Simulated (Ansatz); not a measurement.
**Tl: pressure against volume**

Aim: scale the cell of Tl up and down at fixed shape and fractional positions, and get the equilibrium volume and bulk modulus with LAPW, PAW and all-electron datasets made for the crystal.

This is Tl in the fcc structure; at room conditions it is hcp.

Method: DFT PBE, scalar-relativistic, in Ansatz 0.2.0.

1 further run of the same task is left out (it didn't finish).

## (1) Starting point

The structure is cubic, space group Fm-3m (No. 225). Conventional cell: a = 4.995 Å, b = 4.995 Å, c = 4.995 Å, α = 90.00°, β = 90.00°, γ = 90.00°. Tl (site symmetry m-3m) has 12 Tl at 3.53 Å as nearest neighbours.

Coordinates:

```
Tl
1.0
     0.00000    2.49757    2.49757
     2.49757    0.00000    2.49757
     2.49757    2.49757    0.00000
Tl
1
Direct
  0.00000 0.00000 0.00000
```

The structure (fcc type) was typed from a prototype and relaxed by PAW; whether it is the ground state wasn't tested.

## (2) Volume × 0.9405, LAPW

File input.yaml:

```yaml
crystal:
  lattice:
    - [0.0, 2.4470200483, 2.4470200483]
    - [2.4470200483, 0.0, 2.4470200483]
    - [2.4470200483, 2.4470200483, 0.0]
  atoms:
    - { symbol: Tl, position: [0.0, 0.0, 0.0] }
kpoints:
  mp_grid: { grid: [14, 14, 14] }
scf:
  occupations: { method: fermi_dirac, width: 0.08 }
hamiltonian:
  xc: pbe
  pseudopotentials: { kind: all_electron, lapw: { basis_error: 0.00025 } }
output:
  forces: true
  stress: true
  eigenvalues: true
```

Started as:

```console
$ ansatz run input.yaml --threads 1 --pin off --max-ram 2048MiB --backend cpu --events-out ev --progress --plain --runs-dir out
```

The log of the run, shortened:

```text
LAPW: plane waves up to 7.001 Å⁻¹, error target 2.5e-4 eV per atom; small_component_spin mean_spin; Tl in spheres of 1.730 Å, 35 of its electrons in bands, Dirac shells []
[...]
Pseudopotentials: kind: all_electron
Pseudopotential: Tl, LAPW, valence charge 35, Koelling and Harmon's equation, gaussian nucleus
Functional definition: PBE
[...]
Crystal: 1 atoms, lattice volume = 29.305 Å³
Basis set: ecut = 186.74961671146147 eV, 169 PW (Γ), exchange–correlation at level 2
Bands: 22, of which v1, the nominal top of the filled ones, is band 18 counted from 1 (17 counted from 0)
Symmetry: 48 space group operations
Space group: Fm-3m (ITA 225), of the structure as read, at distance tolerance 3.1e-5 Å
k-points: 104 of 2744
[...]
SCF iter   1: F=—  HF=-550776.223528 eV  |F-HF|=—  |Δ(HF+E_count)|=         —  Δρ=3.67e-3  dr2=2.74e-3  ethr=7.77e-6  ⟨swp⟩=3.9  Hψ=15432  notcnv=0
[...]
SCF iter   7: F=-550776.198634 eV  HF=-550776.198634 eV  |F-HF|=5.39e-8  |Δ(HF+E_count)|=   4.87e-7  Δρ=1.53e-5  dr2=4.73e-8  ethr=2.45e-9  ⟨swp⟩=3.0  Hψ=6857  notcnv=0
[...]
SCF converged after 7 iterations
Free energy (F): -550776.198634 eV
[...]
E sigma→0 (E₀):  -550776.192226 eV
Entropy (-TS):   -0.012816 eV (-12.816 meV/atom)
Fermi energy:    15.137283 eV
[...]
--- Forces (eV/Å), atoms counted from 1 ---
  atom   1  Tl    -0.00000000    -0.00000000    -0.00000000
[...]
--- Stress (GPa, compression-positive) ---
        1.983485      -0.000000      -0.000000
       -0.000000       1.983485       0.000000
       -0.000000       0.000000       1.983485
  P = ⅓ Tr σ = 1.9835 GPa (19.835 kbar)
--- Band table (eV; the first three rows and the last of 104) ---
  k-point 0: bands = ["-111.4800", "-94.7904", "-94.7904", "-94.7904", "-94.7903", "-94.7903", "-94.7903", "-94.7901", "-56.7077", "-56.7077", "-56.7077", "3.5840", "3.5840", "3.5840", "3.8436", "3.8436", "5.2931", "25.2455", "25.2455", "25.2455", "26.0717", "29.2271"]
[...]
```

Wall time 22 s (1 thread of Arm Neoverse N1, shared host).

Result: pressure 1.98 GPa; no gap.

## (3) Volume × 0.9405, PAW

input.yaml: that of step 2 with these lines changed.

```diff
@@ -13,3 +13,3 @@
   xc: pbe
-  pseudopotentials: { kind: all_electron, lapw: { basis_error: 0.00025 } }
+  pseudopotentials: { kind: paw }
 output:
@@ -18 +18,2 @@
   eigenvalues: true
+  efg: { contact_densities: true }
```

Started as:

```console
$ ansatz run input.yaml --threads 1 --pin off --max-ram 2048MiB --backend cpu --events-out ev --progress --plain --runs-dir out
```

The log of the run, shortened:

```text
Tl: output.efg is read without spin–orbit coupling, which moves field gradients at and beside such atoms by some per cent and up to a factor of two; PAW files take it under magnetization.noncollinear and magnetization.spin_orbit
[...]
Pseudopotentials: kind: paw
Pseudopotential: Tl, paw, valence charge 13, recommended cutoff 420 eV (normal)
[... 1 set-up line as earlier in the session ...]
[...]
Crystal: 1 atoms, lattice volume = 29.305 Å³
Basis set: ecut = 420 eV, 537 PW (Γ), exchange–correlation on 48×48×48 points (8 copies of the dense FFT grid, shifted against one another)
Bands: 11, of which v1, the nominal top of the filled ones, is band 7 counted from 1 (6 counted from 0)
[... 2 set-up lines as earlier in the session ...]
k-points: 104 of 2744
[...]
SCF converged after 6 iterations
Free energy (F): -11444.127562 eV
[...]
E sigma→0 (E₀):  -11444.121154 eV
Entropy (-TS):   -0.012816 eV (-12.816 meV/atom)
Fermi energy:    10.039027 eV
[...]
--- Forces (eV/Å), atoms counted from 1 ---
  atom   1  Tl    -0.00000000    -0.00000000     0.00000000
[...]
--- Stress (GPa, compression-positive) ---
        1.975694       0.000000      -0.000000
       -0.000000       1.975694       0.000000
        0.000000      -0.000000       1.975694
  P = ⅓ Tr σ = 1.9757 GPa (19.757 kbar)
--- PAW observables at the nuclei: V_zz in 10²¹ V/m², potentials from the cell's mean, atoms counted from 1 ---
  atom   1  Tl V_zz =    +0.000000   η = 0.0000   by run symmetry: forbidden
            electrostatic potential = -17135.350976 V   contact ρ = 15283741.519987 e/Å³
--- Band table (eV; the first three rows and the last of 104) ---
  k-point 0: bands = ["-1.5164", "-1.5164", "-1.5164", "-1.2568", "-1.2568", "0.1947", "20.1473", "20.1473", "20.1473", "20.9740", "24.1286"]
[...]
```

Wall time 4.4 s (1 thread of Arm Neoverse N1, shared host).

In short: pressure 1.98 GPa; no gap.

## (4) Volume × 0.9405, crystal datasets

input.yaml: that of step 3 with these lines changed.

```diff
@@ -13,3 +13,3 @@
   xc: pbe
-  pseudopotentials: { kind: paw }
+  pseudopotentials: { kind: all_electron, datasets: crystal }
 output:
```

Started as:

```console
$ ansatz run input.yaml --threads 1 --pin off --max-ram 2048MiB --backend cpu --events-out ev --progress --plain --runs-dir out
```

The log of the run, shortened:

```text
[...]
Tl: output.efg is read without spin–orbit coupling, which moves field gradients at and beside such atoms by some per cent and up to a factor of two; PAW files take it under magnetization.noncollinear and magnetization.spin_orbit
[...]
[... 1 set-up line as earlier in the session ...]
Pseudopotential: Tl, paw, valence charge 13, recommended cutoff 260 eV (normal), Koelling and Harmon's equation, gaussian nucleus
[... 1 set-up line as earlier in the session ...]
[...]
Crystal: 1 atoms, lattice volume = 29.305 Å³
Basis set: ecut = 260 eV, 283 PW (Γ), exchange–correlation on 40×40×40 points (8 copies of the dense FFT grid, shifted against one another)
Bands: 11, of which v1, the nominal top of the filled ones, is band 7 counted from 1 (6 counted from 0)
[... 2 set-up lines as earlier in the session ...]
k-points: 104 of 2744
[...]
In the spheres:  the bands' charges fall short by 1.7e-6 e at most (sound up to 1e-3)
Fermi energy:    15.137304 eV
[...]
  The terms above E_closure are by the made datasets' own strengths, without shells solved beside the bands.
--- Forces (eV/Å), atoms counted from 1 ---
  atom   1  Tl     0.00000000    -0.00000000    -0.00000000
[...]
--- Stress (GPa, compression-positive) ---
        1.984846       0.000000      -0.000000
        0.000000       1.984846      -0.000000
       -0.000000       0.000000       1.984846
  P = ⅓ Tr σ = 1.9848 GPa (19.848 kbar)
--- PAW observables at the nuclei: V_zz in 10²¹ V/m², potentials from the cell's mean, atoms counted from 1 ---
  atom   1  Tl V_zz =    -0.000000   η = 0.0000   by run symmetry: forbidden
            electrostatic potential = -17135.354850 V   contact ρ = 15273805.327431 e/Å³
--- Band table (eV; the first three rows and the last of 104) ---
  k-point 0: bands = ["3.5841", "3.5841", "3.5841", "3.8438", "3.8438", "5.2931", "25.2454", "25.2454", "25.2454"]
[...]
```

Run time: 7.6 s. Hardware: 1 thread of Arm Neoverse N1, shared host.

Result: pressure 1.98 GPa; no gap.

## (5) Volume × 0.97, LAPW

File input.yaml:

```yaml
crystal:
  lattice:
    - [0.0, 2.4723417663, 2.4723417663]
    - [2.4723417663, 0.0, 2.4723417663]
    - [2.4723417663, 2.4723417663, 0.0]
  atoms:
    - { symbol: Tl, position: [0.0, 0.0, 0.0] }
kpoints:
  mp_grid: { grid: [14, 14, 14] }
scf:
  occupations: { method: fermi_dirac, width: 0.08 }
hamiltonian:
  xc: pbe
  pseudopotentials: { kind: all_electron, lapw: { basis_error: 0.00025 } }
output:
  forces: true
  stress: true
  eigenvalues: true
```

Started as:

```console
$ ansatz run input.yaml --threads 1 --pin off --max-ram 2048MiB --backend cpu --events-out ev --progress --plain --runs-dir out
```

The log of the run, shortened:

```text
LAPW: plane waves up to 6.914 Å⁻¹, error target 2.5e-4 eV per atom; small_component_spin mean_spin; Tl in spheres of 1.748 Å, 35 of its electrons in bands, Dirac shells []
[...]
[... 3 set-up lines as earlier in the session ...]
[...]
Crystal: 1 atoms, lattice volume = 30.224 Å³
Basis set: ecut = 182.1377558297303 eV, 169 PW (Γ), exchange–correlation at level 2
Bands: 22, of which v1, the nominal top of the filled ones, is band 18 counted from 1 (17 counted from 0)
[... 2 set-up lines as earlier in the session ...]
k-points: 104 of 2744
[...]
SCF iter   1: F=—  HF=-550776.229958 eV  |F-HF|=—  |Δ(HF+E_count)|=         —  Δρ=3.46e-3  dr2=2.58e-3  ethr=7.31e-6  ⟨swp⟩=3.9  Hψ=15435  notcnv=0
[...]
SCF iter   7: F=-550776.206868 eV  HF=-550776.206867 eV  |F-HF|=5.62e-8  |Δ(HF+E_count)|=   4.85e-7  Δρ=1.53e-5  dr2=5.09e-8  ethr=2.56e-9  ⟨swp⟩=3.0  Hψ=6856  notcnv=0
[...]
SCF converged after 7 iterations
Free energy (F): -550776.206868 eV
[...]
E sigma→0 (E₀):  -550776.200292 eV
Entropy (-TS):   -0.013152 eV (-13.152 meV/atom)
Fermi energy:    14.561113 eV
[...]
--- Forces (eV/Å), atoms counted from 1 ---
  atom   1  Tl     0.00000000     0.00000000     0.00000000
[...]
--- Stress (GPa, compression-positive) ---
        0.920643      -0.000000      -0.000000
       -0.000000       0.920643      -0.000000
       -0.000000      -0.000000       0.920643
  P = ⅓ Tr σ = 0.9206 GPa (9.206 kbar)
--- Band table (eV; the first three rows and the last of 104) ---
  k-point 0: bands = ["-112.0420", "-95.3540", "-95.3540", "-95.3540", "-95.3539", "-95.3539", "-95.3539", "-95.3538", "-57.2699", "-57.2699", "-57.2699", "3.0409", "3.0409", "3.0409", "3.2804", "3.2804", "4.9146", "24.4021", "24.4021", "24.4021", "25.4438", "28.2667"]
[...]
```

Wall time 21 s (1 thread of Arm Neoverse N1, shared host).

This run gives: pressure 0.92 GPa; no gap.

## (6) Volume × 0.97, PAW

input.yaml: that of step 5 with these lines changed.

```diff
@@ -13,3 +13,3 @@
   xc: pbe
-  pseudopotentials: { kind: all_electron, lapw: { basis_error: 0.00025 } }
+  pseudopotentials: { kind: paw }
 output:
@@ -18 +18,2 @@
   eigenvalues: true
+  efg: { contact_densities: true }
```

Started as:

```console
$ ansatz run input.yaml --threads 1 --pin off --max-ram 2048MiB --backend cpu --events-out ev --progress --plain --runs-dir out
```

The log of the run, shortened:

```text
Tl: output.efg is read without spin–orbit coupling, which moves field gradients at and beside such atoms by some per cent and up to a factor of two; PAW files take it under magnetization.noncollinear and magnetization.spin_orbit
[...]
[... 3 set-up lines as earlier in the session ...]
[...]
Crystal: 1 atoms, lattice volume = 30.224 Å³
Basis set: ecut = 420 eV, 609 PW (Γ), exchange–correlation on 48×48×48 points (8 copies of the dense FFT grid, shifted against one another)
Bands: 11, of which v1, the nominal top of the filled ones, is band 7 counted from 1 (6 counted from 0)
[... 2 set-up lines as earlier in the session ...]
k-points: 104 of 2744
[...]
SCF converged after 6 iterations
Free energy (F): -11444.135761 eV
[...]
E sigma→0 (E₀):  -11444.129185 eV
Entropy (-TS):   -0.013151 eV (-13.151 meV/atom)
Fermi energy:    9.618039 eV
[...]
--- Forces (eV/Å), atoms counted from 1 ---
  atom   1  Tl    -0.00000000    -0.00000000    -0.00000000
[...]
--- Stress (GPa, compression-positive) ---
        0.914197      -0.000000       0.000000
       -0.000000       0.914197      -0.000000
        0.000000      -0.000000       0.914197
  P = ⅓ Tr σ = 0.9142 GPa (9.142 kbar)
--- PAW observables at the nuclei: V_zz in 10²¹ V/m², potentials from the cell's mean, atoms counted from 1 ---
  atom   1  Tl V_zz =    -0.000000   η = 0.0000   by run symmetry: forbidden
            electrostatic potential = -17134.781159 V   contact ρ = 15283745.391577 e/Å³
--- Band table (eV; the first three rows and the last of 104) ---
  k-point 0: bands = ["-1.9045", "-1.9045", "-1.9045", "-1.6650", "-1.6650", "-0.0286", "19.4591", "19.4591", "19.4591", "20.5014", "23.3234"]
[...]
```

It took 4.5 s on 1 thread of Arm Neoverse N1, shared host.

This run gives: pressure 0.91 GPa; no gap.

(Part 1 of 2 ends here.)
